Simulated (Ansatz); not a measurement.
A run of Ansatz 0.2.0:

input.yaml

```yaml
crystal:
  lattice:
    - [3.1967, 0.0, 0.0]
    - [-1.59835, 2.7684234083, 0.0]
    - [0.0, 0.0, 5.0578]
  atoms:
    - { symbol: Hf, position: [0.6666666667, 0.3333333333, 0.75] }
    - { symbol: Hf, position: [0.3333333333, 0.6666666667, 0.25] }
hamiltonian:
  xc: r2scan0
  pseudopotentials: { kind: paw }
kpoints:
  mp_grid: { grid: [5, 5, 3] }
scf:
  occupations: { method: fermi_dirac, width: 0.05 }
output:
  forces: true
  stress: true
  eigenvalues: true
```

Potentials or basis: Ansatz PAW.

Run with:

```bash
$ ansatz run input.yaml --threads 2 --pin off --max-ram 5632MiB --backend cpu --events-out ev --progress --plain --runs-dir out
```

Hardware: 2 threads of Intel(R) Xeon(R) Processor @ 2.50GHz (Skylake/Cascade Lake) (shared host).

Problem. Estimate the wall time of this run.

Solution. It took 80 s on 2 threads of Intel(R) Xeon(R) Processor @ 2.50GHz (Skylake/Cascade Lake), on a shared host, peak memory 0.87 GiB. Counts: scf iterations 33, plane waves 1117, k points 10, bands 32.
